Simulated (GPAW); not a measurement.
A run of GPAW 26.7.0 is set up as follows.

run.py

```python
from ase.calculators.mixing import SumCalculator
from ase.filters import FrechetCellFilter
from ase.io import read, write
from ase.optimize import BFGS
from ase.units import GPa
from dftd3.ase import DFTD3
from gpaw import GPAW, PW

atoms = read('TiO2.cif')

calc = GPAW(mode=PW(800),
            xc='revPBE',
            kpts={'size': (4, 4, 6), 'gamma': True},
            occupations={'name': 'fermi-dirac', 'width': 0.05},
            nbands=43,
            convergence={'density': 1e-05, 'energy': 1e-05},
            maxiter=150,
            txt='gpaw.txt')
atoms.calc = SumCalculator([calc, DFTD3(method='revpbe', damping='d3bj')])
opt = BFGS(FrechetCellFilter(atoms, scalar_pressure=20 * GPa), trajectory='relax.traj', logfile='-')
done = opt.run(fmax=0.05, steps=100)
calc.write('gs.gpw')
write('result.traj', atoms)
print('Converged:', done)
print('Cell:', atoms.cell.cellpar().round(4))
print('Volume:', round(atoms.get_volume(), 4))
print(atoms.get_scaled_positions().round(5))
```

Contents of TiO2.cif:

```cif
data_TiO2
_cell_length_a 4.59983732
_cell_length_b 4.59983732
_cell_length_c 2.95921356
_cell_angle_alpha 90.00000000
_cell_angle_beta 90.00000000
_cell_angle_gamma 90.00000000
_space_group_name_H-M_alt 'P4_2/mnm'
_space_group_name_Hall '-P 4n 2n'
_space_group_IT_number 136
loop_
_space_group_symop_operation_xyz
'x,y,z'
'-x,-y,-z'
'-y+1/2,x+1/2,z+1/2'
'y+1/2,-x+1/2,-z+1/2'
'-x,-y,z'
'x,y,-z'
'y+1/2,-x+1/2,z+1/2'
'-y+1/2,x+1/2,-z+1/2'
'x+1/2,-y+1/2,-z+1/2'
'-x+1/2,y+1/2,z+1/2'
'-y,-x,-z'
'y,x,z'
'-x+1/2,y+1/2,-z+1/2'
'x+1/2,-y+1/2,z+1/2'
'y,x,-z'
'-y,-x,z'
loop_
_atom_site_label
_atom_site_type_symbol
_atom_site_symmetry_multiplicity
_atom_site_Wyckoff_symbol
_atom_site_fract_x
_atom_site_fract_y
_atom_site_fract_z
_atom_site_occupancy
Ti1 Ti 2 b 0.0000000000 0.0000000000 0.5000000000 1
O1 O 4 g 0.3043213200 0.3043213200 0.5000000000 1
```

Potentials or basis: the program's PAW data sets (release 1.2.1) made for this functional, pw.

Command:

```bash
$ OMP_NUM_THREADS=1 python run.py
```

Q: Predict the dispersion energy per atom.

A: -0.520 eV.

Q: Estimate the space group after relaxing (to 0.05 Å).

A: P4_2/mnm (No. 136).

Q: What does it give for the relaxed volume?

A: 9.72 Å³/atom.

Q: What does it give for the relaxed cell?

A: a = 4.472 Å, b = 4.472 Å, c = 2.916 Å, α = 90.00°, β = 90.00°, γ = 90.00°.

The path:
```csv
step,energy change (eV),largest force (eV/Å),pressure (GPa),volume (Å³)
1,0.0000,0.0711,1.40,62.61
2,0.0089,0.0912,3.48,62.07
3,0.3072,0.1315,21.63,58.15
4,0.2718,0.0803,20.10,58.41
5,0.2646,0.0231,19.72,58.46
6,0.2663,0.0541,19.65,58.44
7,0.2708,0.0817,19.78,58.40
8,0.2786,0.0936,20.05,58.33
9,0.2815,0.0615,20.16,58.30
10,0.2788,0.0163,20.09,58.32
```

Caveat: the k mesh is coarse; later steps reuse the first step's grids.
